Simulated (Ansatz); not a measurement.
Set up this calculation in Ansatz 0.2.0, as the native input.

```
Task                : single point
Functional          : PBE
Potentials or basis : Ansatz PAW
Cutoff              : 420 eV (not typed: the program's choice for these potentials)
k mesh              : 10 × 10 × 10
Occupations         : gaussian, width 0.016 eV
Spin                : no spin polarisation
```

CdO (Monteponite):

```
Cd O
1.0
     0.00000    2.34950    2.34950
     2.34950    0.00000    2.34950
     2.34950    2.34950    0.00000
Cd O
1 1
Direct
  0.00000 0.00000 0.00000
  0.50000 0.50000 0.50000
```

The input as run:

input.yaml

```yaml
crystal:
  lattice:
    - [0.0, 2.3495, 2.3495]
    - [2.3495, 0.0, 2.3495]
    - [2.3495, 2.3495, 0.0]
  atoms:
    - { symbol: Cd, position: [0.0, 0.0, 0.0] }
    - { symbol: O, position: [0.5, 0.5, 0.5] }
hamiltonian:
  xc: pbe
  pseudopotentials: { kind: paw }
kpoints:
  mp_grid: { grid: [10, 10, 10] }
scf:
  occupations: { method: gaussian, width: 0.016 }
output:
  forces: true
  stress: true
  eigenvalues: true
```

Potentials or basis: Ansatz PAW.

Launch:

```bash
$ ansatz run input.yaml --threads 2 --pin off --max-ram 5632MiB --backend cpu --events-out ev --progress --plain --runs-dir out
```

It gave:

```
Pressure               : 6.1 GPa
Band gap on the k mesh : none (metal or under the smearing width)
```

Caveat: the pressure holds a Pulay correction of +0.5 GPa for the finite cutoff; this crystal is a semiconductor, whose small gap the functional closes, so the metal is an error of the method.

It took 0.75 s on 2 threads of Arm Neoverse V1, on a shared host, peak memory 0.28 GiB.
